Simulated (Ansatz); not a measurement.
Here is an Ansatz 0.2.0 calculation.

Contents of input.yaml:

```yaml
crystal:
  lattice:
    - [3.169, 0.0, 0.0]
    - [-1.5845, 2.7444345046, 0.0]
    - [0.0, 0.0, 12.324]
  atoms:
    - { symbol: Mo, position: [0.6666666667, 0.3333333333, 0.75] }
    - { symbol: Mo, position: [0.3333333333, 0.6666666667, 0.25] }
    - { symbol: S, position: [0.6666666667, 0.3333333333, 0.377] }
    - { symbol: S, position: [0.3333333333, 0.6666666667, 0.877] }
    - { symbol: S, position: [0.6666666667, 0.3333333333, 0.123] }
    - { symbol: S, position: [0.3333333333, 0.6666666667, 0.623] }
kpoints:
  mp_grid: { grid: [10, 10, 3] }
  band_path:
    path:
      - [0.0, 0.0, 0.0]
      - [0.5, 0.0, 0.0]
      - [0.3333333333, 0.3333333333, 0.0]
      - [0.0, 0.0, 0.0]
      - [0.0, 0.0, 0.5]
      - [0.5, 0.0, 0.5]
      - [0.3333333333, 0.3333333333, 0.5]
      - [0.0, 0.0, 0.5]
    npoints: 6
scf:
  occupations: { method: fermi_dirac, width: 0.05 }
hamiltonian:
  xc: pbesol
  pseudopotentials: { kind: all_electron, lapw: { basis_error: 0.002 } }
output:
  forces: true
  stress: true
  eigenvalues: true
```

Potentials or basis: all-electron LAPW, scalar-relativistic.

Run with:

```sh
$ ansatz run input.yaml --threads 4 --pin off --max-ram 12288MiB --backend cpu --events-out ev --progress --plain --runs-dir out
```

Question: Estimate the pressure.

Answer: -2.9 GPa.

Question: Estimate the band gap along the path.

Answer: 0.84 eV, indirect (least direct gap 1.65 eV).

Forces on the atoms (eV/Å):
```
Mo   0.000  0.000  0.000
Mo   0.000  0.000  0.000
S    0.000  0.000 -0.312
S    0.000  0.000 -0.312
S    0.000  0.000  0.312
S    0.000  0.000  0.312
```

Caveat: this functional lacks dispersion, which binds the layers, so the pressure and a relaxed spacing across them are unreliable.

**The experiment to reproduce.**

“Multiwavelength excitation Raman Scattering Analysis of bulk and 2 dimensional MoS2: Vibrational properties of atomically thin MoS2 layers”, 2015, arxiv:1506.03228 reports, for a bulk crystal of MoS2 at 300 K: band gap 1.3 eV (indirect).

Measured gap of MoS2: 1.3 eV (indirect; 300 K; “Multiwavelength excitation Raman Scattering Analysis of bulk and 2 dimensional MoS2: Vibrational properties of atomically thin MoS2 layers”, 2015, arxiv:1506.03228). This calculation gives 0.84 eV (-0.46 eV). Spin-orbit coupling on Mo is left out. The value is that of PBEsol, without temperature or zero-point motion. Semilocal functionals fall short of measured gaps as a rule.
